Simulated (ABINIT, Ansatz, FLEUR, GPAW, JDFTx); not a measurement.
## The band gap of KTaO3, sorted by core time

```xyz
5
Lattice="3.9883 0.0000 0.0000 0.0000 3.9883 0.0000 0.0000 0.0000 3.9883" Properties=species:S:1:pos:R:3 pbc="T T T"
Ta    0.0000    0.0000    0.0000
K     1.9942    1.9942    1.9942
O     0.0000    0.0000    1.9942
O     0.0000    1.9942    0.0000
O     1.9942    0.0000    0.0000
```

```csv
rung,level,program and potentials,cutoff (eV),k mesh,task,core time,chip,band gap (eV),notes
LDA,LDA,"JDFTx, PseudoDojo-SR-LDA-0.4.1-standard with smoothed tails",1143,7 × 7 × 7,band structure,68 s,Intel Xeon 6975P-C Granite Rapids,2.09,from the band path
GGA,PBEsol,"ABINIT, JTH PAW PBE v2.0",626,6 × 6 × 6,single point,68 s,Arm Neoverse V1,2.09,potentials made for PBE; mesh may miss the edge
GGA,PBE,"Ansatz, all-electron LAPW, scalar-relativistic",-,7 × 7 × 7,band structure,88 s,Intel Xeon Skylake/Cascade Lake,2.23,from the band path
LDA,LDA,"Ansatz, all-electron LAPW, scalar-relativistic",-,7 × 7 × 7,band structure,90 s,Intel Xeon Skylake/Cascade Lake,2.08,from the band path
GGA,PBEsol,"Ansatz, all-electron LAPW, scalar-relativistic",-,7 × 7 × 7,band structure,98 s,Intel Xeon Skylake/Cascade Lake,2.14,from the band path
LDA,LDA,"GPAW, PAW data sets generated for this functional",800,6 × 6 × 6,band structure,2.3 min,Arm Neoverse V1,2.04,-
GGA,PBEsol,"GPAW, PAW data sets generated for this functional",800,7 × 7 × 7,band structure,2.6 min,Arm Neoverse V2,2.09,from the band path
GGA,PBEsol,"JDFTx, PseudoDojo-SR-PBEsol-0.4.1-standard with smoothed tails",1143,7 × 7 × 7,band structure,2.8 min,Intel Xeon Platinum 8375C Ice Lake,2.15,from the band path
model potential,TB-mBJ,"GPAW, GPAW PAW data sets for LDA (gpaw-data 1.2.1)",800,8 × 8 × 8,single point,4.8 min,Arm Neoverse V2,3.51,potentials made for LDA; mesh may miss the edge
GGA,PBE,"FLEUR, all-electron, FLAPW",-,7 × 7 × 7,band structure,7.8 min,Arm Neoverse V1,2.23,from the band path
LDA,LDA,"FLEUR, all-electron, FLAPW",-,7 × 7 × 7,band structure,11 min,Arm Neoverse N1,2.08,from the band path
LDA,LDA,"GPAW, the program's PAW data sets (release 1.2.1) made for this functional",600,6 × 6 × 6,dielectric tensor,20 min,AMD EPYC 7571,2.04,mesh may miss the edge
```

Times are single runs on shared hosts and different chips, so they are rough; meshes, cutoffs and the tasks' sizes weigh on the time. All rows: no spin polarisation. Gaps are the least found on the k mesh or the band path, and a mesh can miss the band edges. The cell comes from a database and isn't always the measured one. Meshes differ between rows, which moves values too. All levels ran on this one cell, unrelaxed unless noted. Meshes are those of the run's cell of 5 atoms unless a note names another. Runs on faulty files, with rough fits or with known faults for this quantity aren't shown. No row holds spin-orbit coupling.

By rung: LDA 2.04 to 2.09; GGA 2.09 to 2.23; model potential 3.51 (eV).
